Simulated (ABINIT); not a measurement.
SrO:

```
Sr O
1.0
     0.00000    2.56630    2.56630
     2.56630    0.00000    2.56630
     2.56630    2.56630    0.00000
Sr O
1 1
Cartesian
  2.5663 2.5663 2.5663
  0.0000 0.0000 0.0000
```

Base run:

| Property | Result |
| --- | --- |
| Program | ABINIT 10.8.3 (patched build) |
| Functional | LDA |
| Potentials or basis | JTH PAW LDA v2.0 |
| Cutoff | 626 eV |
| k mesh | 7 × 7 × 7 |
| Occupations | fermi-dirac, width 0.05 eV |
| Spin | no spin polarisation |

Its results: band gap on the k mesh 3.25 eV, indirect (least direct gap 3.33 eV); pressure -4.1 GPa.

Question: The run is repeated on the same cell with these changes: k mesh from 7 × 7 × 7 to 5 × 5 × 5. What comes out?

Answer: Band gap on the k mesh 3.34 eV, indirect (least direct gap 3.44 eV); pressure -4.1 GPa.

Caveats: some runs use coarse meshes; an odd mesh through Γ misses points on the zone boundary, where band edges often lie.
